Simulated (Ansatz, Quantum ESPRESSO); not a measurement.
**SiC (rock salt): bulk modulus from a few volumes**

How stiff is rock salt SiC under hydrostatic load? Each row scales the relaxed cell evenly and relaxes the atoms. The symmetry of the cell is held, so distortions that would lower it, which this phase may prefer, aren't tested. The phase is followed to these pressures whether or not it stays the stable one.

Calculated with Quantum ESPRESSO 7.5, PBEsol, PseudoDojo 0.4.1 norm-conserving potentials, cutoff 1170 eV, Fermi–Dirac smearing 0.05 eV, k-mesh 18×18×18, no spin polarisation, no spin-orbit coupling.

Reference cell, relaxed at zero pressure with PBEsol (Fm-3m): a = 2.8543 Å, b = 2.8543 Å, c = 2.8543 Å, α = 60.00°, β = 60.00°, γ = 60.00°.

```
atom       x       y       z
  Si  0.0000  0.0000  0.0000
   C  0.5000  0.5000  0.5000
```

```csv
V (Å³/atom),V/V0,P (GPa),E − E0 (meV/atom)
7.7281,0.9400,17.975,26.2
7.8925,0.9600,11.256,11.2
8.0569,0.9800,5.364,2.7
8.3858,1.0200,−4.937,2.5
8.5502,1.0400,−9.427,9.9
```

V0 = 8.2214 Å³ an atom, where the residual pressure P0 is −0.010 GPa. **Question.** Fit the Birch–Murnaghan law and give the pressure and the energy at V = 8.7146 Å³ an atom, a row left out above.

With the Eulerian strain f = ½[(V0/V)^(2/3) − 1] and F = (P − P0)/[3f(1 + 2f)^(5/2)], the third-order law is the line F = B0 + (3/2) B0 (B′ − 4) f.

```
       f  F (GPa)
 0.02106   256.80
 0.01380   254.30
 0.00678   255.35
−0.00656   258.90
−0.01290   259.73
```

A straight line through the 5 rows: the means are 0.004436 for f and 257.02 for F, Σ(Δx)² = 0.000791 and ΣΔxΔy = −0.1007, so the slope is −0.1007/0.000791 = −127.3 and the intercept 257.02 − (−127.3)(0.004436) = 257.58.

Hence B0 = 257.6 GPa and B′ = 4 + (−127.3)/(1.5 × 257.6) = 3.67. For the withheld volume f = −0.01905, F = 260.01 GPa and P = −13.49 GPa, an extrapolation past the fitted rows. The run itself gives −13.44 GPa, so the estimate misses by 0.05 GPa; the fitted rows themselves lie up to 0.13 GPa off the law.

Integrating the same law gives E − E0 = (9/2) B0 V0 f²[1 + (B′ − 4) f] + P0(V0 − V), with 1 GPa Å³ = 6.2415 meV: 21.7 meV an atom. The run itself gives 21.7 meV, so the estimate misses by 0.0 meV, a rounding's worth.

The same fit over all rows at other levels or in other programs gives B0 = 258 GPa with PBEsol (Ansatz), 267 GPa with r2SCAN (Ansatz) and 266 GPa with LDA (Quantum ESPRESSO, GBRV).

[Logs are printed without paths, hosts, clocks, repeated set-up lines and the standing remarks that a program may print on its own settings, such as how far it seeks lower states.]
